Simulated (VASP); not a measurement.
# WC (P-6m2) in VASP: single point with PBE

Aim: the single point of WC with PBE.

Program: VASP 6.6.1. These are calculated values, not measurements. Logs are shortened: lines on timing, memory, paths and dates and some standing lists are left out, and cuts for length are marked.

## (1) Starting point

The structure is hexagonal, space group P-6m2 (No. 187). Conventional cell: a = 2.881 Å, b = 2.881 Å, c = 2.813 Å, α = 90.00°, β = 90.00°, γ = 120.00°. W (site symmetry -6m2) has 6 C at 2.18 Å as nearest neighbours. C (site symmetry -6m2) has 6 W at 2.18 Å as nearest neighbours.

## (2) Single point, PBE

INCAR reads:

```
PREC = Accurate ; ENCUT = 520
EDIFF = 1E-6 ; ISMEAR = -1
SIGMA = 0.1 ; LREAL = False
LASPH = True ; NELM = 100
ALGO = Normal ; ISIF = 2
LWAVE = False ; LCHARG = False
GGA = PE ; NBANDS = 16
```

KPOINTS reads:

```
Automatic mesh
0
Gamma
  13 13 12
```

POSCAR reads:

```
WC
1.0
    2.8814810000      0.0000000000      0.0000000000
   -1.4407410000      2.4954380000      0.0000000000
    0.0000000000      0.0000000000      2.8132960000
W C
1 1
Direct
    0.0000000000      0.0000000000      0.0000000000
    0.6666700000      0.3333300000      0.5000000000
```

Potentials or basis: VASP PAW PBE potentials, release 64 (W_sv, C).

Command:

```console
cat potpaw_PBE.64/W_sv/POTCAR potpaw_PBE.64/C/POTCAR > POTCAR
mpirun -np 1 vasp_std > vasp.out
```

OUTCAR:

```text
PREC = Accurate
   ENCUT = 520
   EDIFF = 1E-6
   ISMEAR = -1
   LREAL = False
   LASPH = True
   NELM = 100
   ISIF = 2
   GGA = PE

 ion  position               nearest neighbor table
   1  0.000  0.000  0.000-   2 2.18   2 2.18   2 2.18   2 2.18   2 2.18   2 2.18
   2  0.667  0.333  0.500-   1 2.18   1 2.18   1 2.18   1 2.18   1 2.18   1 2.18

  LATTYP: Found a hexagonal cell.
 ALAT       =     2.8814810000
 C/A-ratio  =     0.9763368212

  Lattice vectors:

 A1 = (   2.8814810000,   0.0000000000,   0.0000000000)
 A2 = (  -1.4407410000,   2.4954380000,   0.0000000000)
 A3 = (   0.0000000000,   0.0000000000,   2.8132960000)

Analysis of symmetry for initial positions (statically):
=====================================================================
 Subroutine PRICEL returns:
 Original cell was already a primitive cell.

 Routine SETGRP: Setting up the symmetry group for a
 hexagonal supercell.

 Subroutine GETGRP returns: Found  4 space group operations
 (whereof  4 operations were pure point group operations)
 out of a pool of 24 trial point group operations.

The static configuration has the point symmetry C_2v.

Analysis of symmetry for dynamics (positions and initial velocities):
=====================================================================
 Subroutine PRICEL returns:
 Original cell was already a primitive cell.

 Routine SETGRP: Setting up the symmetry group for a
 hexagonal supercell.

 Subroutine GETGRP returns: Found  4 space group operations
 (whereof  4 operations were pure point group operations)
 out of a pool of 24 trial point group operations.

The dynamic configuration has the point symmetry C_2v.

 Subroutine INISYM returns: Found  4 space group operations
 (whereof  4 operations are pure point group operations),
 and found     1 'primitive' translations

----------------------------------------------------------------------------------------

                                     Primitive cell

  volume of cell :      20.2292

  direct lattice vectors                    reciprocal lattice vectors
     2.881481000  0.000000000  0.000000000     0.347043760  0.200365697  0.000000000
    -1.440741000  2.495438000  0.000000000     0.000000000  0.400731254  0.000000000
     0.000000000  0.000000000  2.813296000     0.000000000  0.000000000  0.355454954

  length of vectors
     2.881481000  2.881483202  2.813296000     0.400731561  0.400731254  0.355454954

  position of ions in fractional coordinates (direct lattice)
     0.000000000  0.000000000  0.000000000
     0.666670000  0.333330000  0.500000000
[... 78 lines left out ...]
   LREAL  =      F    real-space projection
   EDIFFG = 0.1E-04   stopping-criterion for IOM
   NSW    =      0    number of steps for IOM
   IBRION =     -1    ionic relax: 0-MD 1-quasi-New 2-CG
   NFREE  =      0    steps in history (QN), initial steepest desc. (CG)
   ISIF   =      2    stress and relaxation
   ISYM   =      2    0-nonsym 1-usesym 2-fastsym
   POTIM  = 0.5000    time-step for ionic-motion
   TEBEG  =    0.0;   TEEND  =   0.0 temperature during run
   PSTRESS=    0.0 pullay stress
   NELECT =      18.0000    total number of electrons
   NUPDOWN=      -1.0000    fix difference up-down
   EMIN   =  10.00;   EMAX   =-10.00  energy-range for DOS
   EFERMI =   0.00;   METHOD = LEGACY
   ISMEAR =    -1;   SIGMA  =   0.10  broadening in eV -4-tet -1-fermi 0-gaus
   EFERMI_NEDOS =   21; number of points for ismear=-14 and -15
   IALGO  =     38    algorithm
   IMIX   =      4    mixing-type and parameters
     AMIX     =   0.40;   BMIX     =  1.00
     AMIX_MAG =   1.60;   BMIX_MAG =  1.00
  volume/ion in A,a.u.               =      10.11        68.26
  Fermi-wavevector in a.u.,A,eV,Ry     =   1.574610  2.975581 33.734240  2.479397
  Thomas-Fermi vector in A             =   2.675718
   LORBIT       =      0    0 simple, 1 ext, 2 COOP (PROOUT), +10 PAW based schemes
   GGA     = PE    functional components
   LHFCALC =     F    Hartree Fock is set to
   AEXX    =    0.0000 exact exchange contribution
   IVDW    =     0    specifies the selected vdW correction
   LEPSILON=     F    determine dielectric tensor
   LRPA    =     F    only Hartree local field effects (RPA)
 non-spin polarized calculation
  energy-cutoff  :      520.00
  volume of cell :       20.23
 maximum number of plane-waves:       568
 NGX is ok and might be reduce to    24
   NGX = 11   NGY = 11   NGZ = 11

 number of electron      18.0000000 magnetization

 Free energy of the ion-electron system (eV)
  ---------------------------------------------------
  ext. energy  EPLUGINS =         0.00000000
  ---------------------------------------------------
  free energy    TOTEN  =       -22.40700254 eV

  energy without entropy =      -22.39760252  energy(sigma->0) =      -22.40230253

 E-fermi :  11.4653     XC(G=0): -13.9426

 val. band max:       11.4546039291   @ k =   0.0769   0.0769   0.5000
 cond. band min:      11.5152221340   @ k =   0.0000   0.0000   0.0833
 fundamental gap:      0.0606182049
 Fermi energy:        11.4652740391

 k-point     1 :       0.0000    0.0000    0.0000
  band No.  band energies     occupation
      1     -62.4975      2.00000
      2     -26.4785      2.00000
      3     -26.3668      2.00000
      4     -26.3668      2.00000
      5      -3.2001      2.00000
      6       6.9882      2.00000
[... 433 lines left out ...]
      3     -26.5591      2.00000
      4     -26.3795      2.00000
      5      -0.6057      2.00000
      6       4.9288      2.00000
[... 8 lines left out ...]
     15      26.7984      0.00000
     16      28.2743      0.00000

 [... further k-points ...]

------------------------ aborting loop because EDIFF is reached ----------------------------------------

  FORCE on cell =-STRESS in cart. coord.  units (eV):
  Direction    XX          YY          ZZ          XY          YZ          ZX
  --------------------------------------------------------------------------------------
  -------------------------------------------------------------------------------------
  Total        2.2139199      2.2138013      2.3374291     -0.0001067      0.0000000      0.0000000
  in kB      175.3454542    175.3360577    185.1275483     -0.0084470      0.0000000      0.0000000
  external PRESSURE =     178.6030201 kB  Pullay stress =       0.0000000 kB

 VOLUME and BASIS-vectors are now :
 -----------------------------------------------------------------------------
  energy-cutoff  :      520.00
  volume of cell :       20.23
      direct lattice vectors                 reciprocal lattice vectors
     2.881481000  0.000000000  0.000000000     0.347043760  0.200365697  0.000000000
    -1.440741000  2.495438000  0.000000000     0.000000000  0.400731254  0.000000000
     0.000000000  0.000000000  2.813296000     0.000000000  0.000000000  0.355454954

 POSITION                                       TOTAL-FORCE (eV/Angst)
 -----------------------------------------------------------------------------------
      0.00000      0.00000      0.00000         0.000249     -0.000144      0.000000
      1.44075      0.83180      1.40665        -0.000249      0.000144      0.000000
 -----------------------------------------------------------------------------------
    total drift:                                0.000006      0.000007      0.000000

  FREE ENERGIE OF THE ION-ELECTRON SYSTEM (eV)
  ---------------------------------------------------
  free  energy   TOTEN  =       -22.4070025364 eV

  energy  without entropy=      -22.3976025249  energy(sigma->0) =      -22.40230253
```

OSZICAR:

```text
N       E                     dE             d eps       ncg     rms          rms(c)
DAV:   1     0.110271785194E+03    0.11027E+03   -0.94325E+03 11016   0.126E+03
DAV:   2    -0.222674875796E+02   -0.13254E+03   -0.12806E+03 12952   0.338E+02
DAV:   3    -0.254517879993E+02   -0.31843E+01   -0.31727E+01 12304   0.499E+01
DAV:   4    -0.254679483350E+02   -0.16160E-01   -0.16160E-01 14256   0.399E+00
DAV:   5    -0.254680643428E+02   -0.11601E-03   -0.11601E-03 12120   0.321E-01    0.342E+01
DAV:   6    -0.224785022390E+02    0.29896E+01   -0.56220E+00 13304   0.257E+01    0.937E+00
DAV:   7    -0.224341774363E+02    0.44325E-01   -0.40884E-01 11464   0.489E+00    0.659E+00
DAV:   8    -0.224082234891E+02    0.25954E-01   -0.53746E-02 12384   0.197E+00    0.113E+00
DAV:   9    -0.224070468274E+02    0.11767E-02   -0.28745E-03 12312   0.397E-01    0.111E-01
DAV:  10    -0.224070057077E+02    0.41120E-04   -0.27796E-04 13040   0.189E-01    0.625E-02
DAV:  11    -0.224070034567E+02    0.22510E-05   -0.13990E-05 12832   0.340E-02    0.931E-03
DAV:  12    -0.224070025364E+02    0.92031E-06   -0.27305E-06 11464   0.148E-02
   1 F= -.22407003E+02 E0= -.22402303E+02  d E =-.940001E-02
```

It took 36 s on 1 thread of Intel Xeon Platinum 8559C (Emerald Rapids), shared host; peak memory 0.23 GiB.

What came out:

- Free energy: -22.4070 eV
- Pressure: 17.9 GPa
- Band gap on the k mesh: none (metal or under the smearing width)

Levels at points of the mesh, in eV from the Fermi level:
```
           k point  band 5  band 6  band 7  band 8  band 9  band 10  band 11  band 12  band 13  band 14
(0.00, 0.00, 0.00)  -14.67   -4.48   -3.45   -3.45    0.07     3.34     3.34     5.75     5.75     6.54
(0.00, 0.00, 0.50)  -10.48   -8.83   -2.10   -2.10   -0.63    -0.63     3.75     4.58     4.58    10.12
```

Caveat: so large a pressure means that the cell lies far from this level's equilibrium, or that cutoff or potentials fall short.
